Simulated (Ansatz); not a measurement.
# Stack of 1T-SnSSe under 1T-PtSe2, shifted by two thirds of the diagonal in a perpendicular field

What dipole does a perpendicular field induce in the stack of 1T-SnSSe under 1T-PtSe2, shifted by two thirds of the diagonal, and does the gap follow? A positive field points along +c.

Method: plane-wave DFT, PBE-D3(BJ), Ansatz PAW, in Ansatz 0.2.0.

This is a report of a sequence of runs, with most program output left out.

## 1. Set-up

The cell holds 6 atoms: 3 Se, 1 Sn, 1 S and 1 Pt. Its edges and angles: a = 3.768 Å, b = 3.768 Å, c = 45.766 Å, α = 90.0°, β = 90.0°, γ = 120.0°. Regions: layer 1: 1T-SnSSe, 3 atoms (1 Se, 1 Sn and 1 S); layer 2: 1T-PtSe2, 3 atoms (2 Se and 1 Pt). Vacuum lies along c.

Structure file:

```cif
data_structure
_symmetry_space_group_name_H-M 'P 1'
_symmetry_Int_Tables_number 1
_cell_length_a 3.7675
_cell_length_b 3.7675
_cell_length_c 45.7656
_cell_angle_alpha 90.000
_cell_angle_beta 90.000
_cell_angle_gamma 120.000
_cell_volume 562.57
loop_
_atom_site_label
_atom_site_type_symbol
_atom_site_fract_x
_atom_site_fract_y
_atom_site_fract_z
_atom_site_occupancy
Se1 Se 0.66667 0.33333 0.41953 1
Sn2 Sn 0.00000 0.00000 0.44473 1
S3 S 0.33333 0.66667 0.46428 1
Se4 Se 0.33333 0.66667 0.53092 1
Pt5 Pt 0.66667 0.33333 0.55570 1
Se6 Se 0.00000 0.00000 0.58047 1
```

## 2. Relaxation

The starting cell is a guess, so the in-plane lattice and the atoms are relaxed first, with the slab cut off from its images along the normal.

The input, input.yaml:

```yaml
crystal:
  lattice:
    - [3.7675, 0.0, 0.0]
    - [-1.88375, 3.2627507088, 0.0]
    - [0.0, 0.0, 45.7655888139]
  atoms:
    - { symbol: Se, position: [0.6666666667, 0.3333333333, 0.4195291812] }
    - { symbol: Sn, position: [0.0, 0.0, 0.4447324803] }
    - { symbol: S, position: [0.3333333333, 0.6666666667, 0.4642761422] }
    - { symbol: Se, position: [0.3333333333, 0.6666666667, 0.5309201006] }
    - { symbol: Pt, position: [0.6666666667, 0.3333333333, 0.5556954598] }
    - { symbol: Se, position: [0.0, 0.0, 0.5804708188] }
  periodic: [true, true, false]
kpoints:
  mp_grid: { grid: [12, 12, 1] }
hamiltonian:
  xc: pbe
  dispersion: d3bj
scf:
  occupations: { method: fermi_dirac, width: 0.05 }
  convergence: { dr2_threshold: 1.0e-09 }
relax:
  f_tol: 0.004
  max_steps: 90
  cell: {}
output:
  write_potential: true
  write_density: true
  volumetric_format: npy
```

The run is started by

```bash
ansatz run input.yaml --threads 2 --pin off --max-ram 3072MiB --backend cpu --events-out ev --progress --plain --runs-dir out
```

Wall time 12 min (2 threads of Intel Xeon at 2.50GHz (Skylake/Cascade Lake), shared host); peak memory 1.1 GiB; 23 min of CPU time.

The steps of the relaxation:

```csv
step,energy less that of the first step (eV),largest force component (eV/Å),volume (Å³)
1,0.0000,5.2201,562.57
2,-1.6807,2.6319,572.80
3,-2.4463,1.4071,576.10
4,-2.8092,0.6276,574.02
5,-3.0230,0.3126,566.19
6,-3.1408,0.2102,554.02
7,-3.1713,0.0607,551.00
8,-3.1708,0.1191,550.09
9,-3.1718,0.0118,549.93
10,-3.1718,0.0034,549.84
11*,-3.1711,0.0033,549.84
```

Relaxation steps marked * repeat the geometry before them on a plane-wave basis chosen anew for their cell, so energy and pressure can jump there. Relaxation step 8 was tried and not accepted.

Forces are held to the 6 operations that the run works with; a distortion that breaks them can't arise in this run.

```csv
cell as run,before,after,change
a (Å),3.768,3.725,-1.1 %
b (Å),3.768,3.725,-1.1 %
```

The atoms that moved most (Å, along periodic axes as changes of fractional coordinates times the final cell, across vacuum about the mean position):

```csv
atom,dx,dy,dz,length
Se1,0.000,0.000,-1.143,1.143
Se6,0.000,0.000,0.814,0.814
Sn2,0.000,0.000,-0.668,0.668
Pt5,0.000,0.000,0.633,0.633
Se4,0.000,0.000,0.455,0.455
S3,0.000,0.000,-0.091,0.091
```

The relaxed structure:

```cif
data_structure
_symmetry_space_group_name_H-M 'P 1'
_symmetry_Int_Tables_number 1
_cell_length_a 3.7246
_cell_length_b 3.7246
_cell_length_c 45.7656
_cell_angle_alpha 90.000
_cell_angle_beta 90.000
_cell_angle_gamma 120.000
_cell_volume 549.84
loop_
_atom_site_label
_atom_site_type_symbol
_atom_site_fract_x
_atom_site_fract_y
_atom_site_fract_z
_atom_site_occupancy
Se1 Se 0.66667 0.33333 0.39456 1
Sn2 Sn 0.00000 0.00000 0.43013 1
S3 S 0.33333 0.66667 0.46229 1
Se4 Se 0.33333 0.66667 0.54086 1
Pt5 Pt 0.66667 0.33333 0.56952 1
Se6 Se 0.00000 0.00000 0.59826 1
```

Numbers from this step:

```yaml
energy_at_zero_smearing: -35860.5239 eV
```

The lattice constant a goes from 3.768 to 3.725 Å.

## 3. Single point, field 0, start network

A sawtooth potential applies the field, turning back in the middle of the vacuum. With the dipole correction the typed value is the field outside the slab. The induced dipole is small, so the SCF threshold is tight.

The cell differs from the one that the last finished run ended in (c 45.766 → 27.322 Å).

The input, input.yaml:

```yaml
crystal:
  lattice:
    - [3.7246262214, 0.0, 0.0]
    - [-1.8623131107, 3.2256209273, 0.0]
    - [0.0, 0.0, 27.3221868083]
  atoms:
    - { symbol: Se, position: [0.6666666667, 0.3333333333, 0.329402623] }
    - { symbol: Sn, position: [0.0, 0.0, 0.3889777192] }
    - { symbol: S, position: [0.3333333333, 0.6666666667, 0.4428505478] }
    - { symbol: Se, position: [0.3333333333, 0.6666666667, 0.5744537955] }
    - { symbol: Pt, position: [0.6666666667, 0.3333333333, 0.6224600617] }
    - { symbol: Se, position: [0.0, 0.0, 0.670597377] }
kpoints:
  mp_grid: { grid: [12, 12, 1] }
  band_path:
    path: [[0, 0, 0], [0.5, 0, 0], [0.33333333, 0.33333333, 0], [0, 0, 0]]
    npoints: 16
hamiltonian:
  xc: pbe
  dispersion: d3bj
scf:
  occupations: { method: fermi_dirac, width: 0.02585 }
  convergence: { dr2_threshold: 1.0e-10 }
efield:
  axis: 3
  dipole_correction: true
  ramp_position: 0.97
  ramp_width: 0.06
  amplitude: 0
output:
  dos: { projected: true, e_range: [-6, 5] }
  write_potential: true
  write_density: true
  volumetric_format: npy
  elf: true
```

The job ended after 77 s (2 threads; peak memory 0.93 GiB).

Numbers from this step:

```
energy at zero smearing            : -35860.5261 eV
dipole along the normal            : -0.02398 e·Å
gap along the path                 : 0.2705 eV
smallest direct gap along the path : 1.244 eV
step between the vacuum levels     : 0.3611 eV
ionisation energy, upper face      : 5.680 eV
electron affinity, upper face      : 5.410 eV
ionisation energy, lower face      : 5.319 eV
gap, the smaller of path and mesh  : 0.2705 eV
```

Running mean over a fixed 2.7 Å (it still follows the layers) of the planar mean; the ramp of the sawtooth is left out. The electron's electrostatic potential energy less the Fermi level by z:

```csv
z (Å),electron's electrostatic potential energy less the Fermi level (eV)
4,5.17
5,5.17
6,5.13
7,4.38
8,1.51
9,-1.89
10,-3.56
11,-4.33
12,-2.59
13,0.792
14,3.01
15,0.308
16,-5.53
17,-7.60
18,-5.58
19,0.317
20,3.87
21,5.41
22,5.52
23,5.53
24,5.53
```

The density of states has structure finer than the step of the table below, so its rows give means over 0.25 eV, whole bins alone (the curve runs from -6 to 2.11 eV). Peaks (eV: height): -5.260: 23.0, -5.010: 20.4, -4.920: 11.2, -3.710: 11.8, -2.390: 20.8, -1.810: 10.7, -1.670: 12.8.

Table of density of states by energy, zero at the Fermi level of the run, which the smearing sets inside the gap; means over each step:

```csv
energy (eV),density of states (states/eV a cell)
-5.75,1.70
-5.50,1.74
-5.25,5.74
-5.00,9.00
-4.75,5.49
-4.50,3.99
-4.25,3.12
-4.00,4.75
-3.75,6.64
-3.50,5.93
-3.25,6.61
-3.00,3.38
-2.75,2.08
-2.50,6.37
-2.25,5.79
-2.00,5.16
-1.75,6.93
-1.50,4.95
-1.25,6.30
-1.00,4.30
-0.75,3.29
-0.50,3.63
-0.25,3.91
0.00,0.00193
0.25,0.504
0.50,0.816
0.75,0.981
1.00,1.66
1.25,2.21
1.50,5.47
1.75,2.41
```

Projected DOS per atom over height of the atomic layer and energy from the Fermi level. Layers: Se Sn S Se Pt Se from below.

Ten even steps from '_' (0.00 states/eV) to '@' (4.04 states/eV), each cell a mean:
```
______::::::
__....::::::
......______
____________
____________
____________
______--..--
______::..::
::__..::::::
==__::::::::
++__==......
--__--..--..
____....@@..
..__::__..__
::..--__++__
....::..++::
........--..
____....::..
____..::==::
......--%%--
______..::..
______......
```
Columns: height of the atomic layer (Å) from 9 to 18.3 (not evenly spaced); rows upwards: energy from the Fermi level (eV) from -5.96 to 2.05.

The electronic bands at the labelled points (eV, zero at the Fermi level of the run, which the smearing sets inside the gap):

```csv
point,band 40,band 41,band 42,band 43,band 44,band 45,band 46,band 47
Γ,-0.75,-0.68,-0.18,-0.18,1.07,2.58,2.80,2.80
halfway,-0.98,-0.74,-0.53,-0.35,1.18,1.29,2.39,3.53
M,-1.98,-1.83,-1.39,-1.25,0.12,2.25,2.55,3.43
halfway,-1.88,-1.71,-1.29,-1.09,0.87,1.78,2.09,4.36
K,-1.95,-1.73,-1.13,-1.06,1.13,1.64,1.66,4.57
halfway,-1.48,-1.03,-0.81,-0.17,1.51,1.61,1.70,4.16
Γ,-0.75,-0.68,-0.18,-0.18,1.07,2.58,2.80,2.80
```

Electrostatic potential energy in the ca plane at fractional y = 0.000, with atoms of Sn and Se within 0.2 Å of it. With pseudopotentials it is smooth inside the atoms' cores, unlike the true potential.

Ten even steps from '0' (-17 eV) to '9' (6 eV), each cell a mean:
```
99999999999999997408981379999999999998502420
99999999999999988611311589999999999998730003
99999999999999888763235788999999988887765457
99999999999999877777777778999999877766678889
99999999999998766788888767899999865655578999
99999999999999766778787777899999876665678899
99999999999999877775556788999999887777777778
99999999999999988730013689999999998888752126
99999999999999998504750479999999999998610201
99999999999999997319991379999999999998503530
```
Columns run along c (16.0 Å, from fractional 0.12 to 0.71 of the cell; values clipped at the 3rd and 97th percentile), rows up along a (3.7 Å). Atoms in or near the plane, at fractional coordinates: Sn at (0.39, 0.00), Se at (0.67, 0.00).

Valence density in the ca plane at fractional y = 0.000, with atoms of Sn and Se within 0.2 Å of it. It is the smooth field of the valence electrons, not physical close to the nuclei.

Ten steps, logarithmic in the rise over the least value, from '0' (0 e/Å³) to '9' (34 e/Å³), each cell a mean:
```
00000000000000000136763100000000000000137873
00000000000000000123432100000000000000123432
00000000000000001111111100000000000111111111
00000000000000011110001111000000011111111100
00000000000000111110001111000000111222211000
00000000000000111110001111000000011112111000
00000000000000011111111110000000011111111110
00000000000000000112321100000000000001112321
00000000000000000125653100000000000000125752
00000000000000000136874100000000000000138983
```
Columns run along c (16.0 Å, from fractional 0.12 to 0.71 of the cell), rows up along a (3.7 Å). Atoms in or near the plane, at fractional coordinates: Sn at (0.39, 0.00), Se at (0.67, 0.00).

ELF in the ca plane at fractional y = 0.000, with atoms of Sn and Se within 0.2 Å of it. It is the smooth field of the valence electrons, not physical close to the nuclei.

Values, 6 rows by 16 columns, each cell a mean:
```
0.00 0.00 0.00 0.00 0.02 0.11 0.24 0.09 0.22 0.07 0.01 0.03 0.06 0.18 0.59 0.69
0.00 0.00 0.00 0.02 0.20 0.47 0.43 0.26 0.42 0.38 0.05 0.24 0.38 0.25 0.53 0.67
0.00 0.00 0.00 0.06 0.46 0.72 0.55 0.21 0.61 0.67 0.12 0.49 0.67 0.35 0.28 0.17
0.00 0.00 0.00 0.05 0.40 0.68 0.54 0.23 0.59 0.62 0.10 0.44 0.61 0.32 0.32 0.30
0.00 0.00 0.00 0.01 0.12 0.33 0.35 0.23 0.33 0.25 0.03 0.14 0.25 0.22 0.62 0.75
0.00 0.00 0.00 0.00 0.01 0.07 0.22 0.04 0.21 0.05 0.00 0.01 0.03 0.18 0.53 0.61
```
Columns run along c (16.0 Å, from fractional 0.12 to 0.71 of the cell), rows up along a (3.7 Å). Atoms in or near the plane, at fractional coordinates: Sn at (0.39, 0.00), Se at (0.67, 0.00).

The gap is 0.27 eV, with the valence edge 5.68 eV and the conduction edge 5.41 eV under the upper vacuum level. Spin-orbit coupling, left out in this run, matters for the bands of elements this heavy.

## 4. Atoms held, field 0.1 V/Å

Edit input.yaml of step 3 so:

```diff
@@ -26,7 +26,6 @@
   dipole_correction: true
-  ramp_position: 0.97
-  ramp_width: 0.06
-  amplitude: 0
+  ramp_position: 0.9597
+  ramp_width: 0.0805
+  amplitude: 0.1
 output:
-  dos: { projected: true, e_range: [-6, 5] }
   write_potential: true
@@ -34,2 +33 @@
   volumetric_format: npy
-  elf: true
```

Elapsed: 77 s, on 2 threads; peak memory 0.81 GiB; 2.5 min of CPU time.

The dipole is 0.0466 e·Å, 0.0706 e·Å from its value without field, and the gap 0.180 eV.

## 5. Atoms held, field -0.1 V/Å

Edit input.yaml of step 4 so:

```diff
@@ -28,3 +28,3 @@
   ramp_width: 0.0805
-  amplitude: 0.1
+  amplitude: -0.1
 output:
```

Wall time 77 s (2 threads); peak memory 0.82 GiB.

The dipole is -0.0925 e·Å, -0.0686 e·Å from its value without field, and the gap 0.388 eV.

## 6. Response, atoms held

This step: plane-wave DFT, PBE-D3(BJ), Ansatz PAW; response to a field along the normal, atoms held (Ansatz 0.2.0).

The dipoles give the slope, and the difference of two potentials shows where the field is screened.

Numbers from this step:

* equivalent conductor thickness p/(ε₀AE): 10.48 Å
* distance between the outer atoms: 9.322 Å

Table of dipole of the cell by applied field:

```csv
applied field (V/Å),dipole of the cell (e·Å)
-0.1000,-0.0925
0.0000,-0.0240
0.1000,0.0466
```

Local field over the applied field, running mean. From the potentials at -0.1 and 0.1 V/Å; running mean over 2.8 Å. The local field over applied field by z:

```csv
z (Å),local field over applied field
4.5,0.998
5.0,0.995
5.5,0.985
6.0,0.958
6.5,0.896
7.0,0.782
7.5,0.631
8.0,0.464
8.5,0.300
9.0,0.169
9.5,0.0887
10.0,0.0529
10.5,0.0406
11.0,0.0495
11.5,0.0773
12.0,0.126
12.5,0.195
13.0,0.269
13.5,0.317
14.0,0.326
14.5,0.294
15.0,0.222
15.5,0.138
16.0,0.0668
16.5,0.0247
17.0,0.0153
17.5,0.0361
18.0,0.0968
18.5,0.206
19.0,0.354
19.5,0.518
20.0,0.677
20.5,0.816
21.0,0.913
21.5,0.964
22.0,0.986
22.5,0.995
23.0,0.998
```

Electrons, planar mean, per unit field. Induced electron density against z:

z (Å), induced electron density (e/Å³ per V/Å) and a bar from the least value:
```
      4.5    0.00001 ##############
      5.0    0.00002 ##############
      5.5    0.00005 ###############
      6.0    0.00016 ###############
      6.5    0.00045 ################
      7.0    0.00115 ###################
      7.5    0.00250 #########################
      8.0    0.00354 ##############################
      8.5    0.00198 #######################
      9.0    0.00093 ###################
      9.5    0.00043 ################
     10.0   -0.00095 ##########
     10.5   -0.00028 #############
     11.0    0.00064 #################
     11.5    0.00017 ###############
     12.0   -0.00052 ############
     12.5   -0.00133 ########
     13.0   -0.00226 ####
     13.5   -0.00106 ##########
     14.0    0.00056 #################
     14.5    0.00191 #######################
     15.0    0.00171 ######################
     15.5    0.00084 ##################
     16.0    0.00040 ################
     16.5   -0.00013 ##############
     17.0    0.00005 ###############
     17.5    0.00017 ###############
     18.0   -0.00072 ###########
     18.5   -0.00123 #########
     19.0   -0.00244 ####
     19.5   -0.00325 
     20.0   -0.00200 ######
     20.5   -0.00091 ##########
     21.0   -0.00038 #############
     21.5   -0.00015 ##############
     22.0   -0.00005 ##############
     22.5   -0.00002 ##############
     23.0   -0.00001 ##############
```

The smaller of the gaps on the path and on the k-mesh, counted as 0 under 0.03 eV. Gap against applied field:

```csv
applied field (V/Å),gap (eV)
-0.1000,0.388
0.0000,0.271
0.1000,0.180
```

By hand: between -0.1 and 0.1 V/Å the dipole changes by 0.1391 e·Å, a slope of 0.6957 e·Å²/V. A perfect conductor of thickness t has p = ε₀AEt, so t = 180.95 × 0.6957 / 12.014 = 10.48 Å (e/ε₀ = 180.95 V·Å, A in Å²).

The induced dipole is that of a conductor 10.48 Å thick.

## 7. Results

| Item | Value |
| --- | --- |
| gap without field | 0.271 eV |
| ionisation energy, upper face | 5.68 eV |
| electron affinity, upper face | 5.41 eV |
| step between the vacuum levels | 0.361 eV |
| equivalent conductor thickness, atoms held | 10.5 Å |

**Reading.** The induced dipole equals that of a perfect conductor 10.48 Å thick, while the outer atoms lie 9.32 Å apart; an out-of-plane ε follows only once a thickness t is chosen, by 1 − 1/ε = 10.48 Å / t. The two faces differ: the vacuum level above lies 0.36 eV higher than the one below. The gap goes from 0.27 eV to 0.39 eV at -0.1 V/Å. With the field reversed the gap is 0.18 eV at 0.1 V/Å. Semilocal functionals give gaps that are too small, and excitons are not included. Spin-orbit coupling is left out, which matters for the bands of elements this heavy.

[Logs are printed without paths, hosts, clocks, repeated set-up lines and the standing remarks that a program may print on its own settings, such as how far it seeks lower states.]

[Hosts, paths, dates, database ids (printed as entryN), source tags and the programs' standing remarks are cut or masked in the printed files.]

[Maps of the electrostatic potential energy from Ansatz leave out the sawtooth potential of an applied field or a dipole correction, so their vacuum need not be flat; planar profiles and work functions include it.]

[The density of states shown here was stored with 400 of the rows of the run's finer table, so its peaks can read low, often by over a quarter, or be missed, and its means over a window can be off by a tenth or more.]
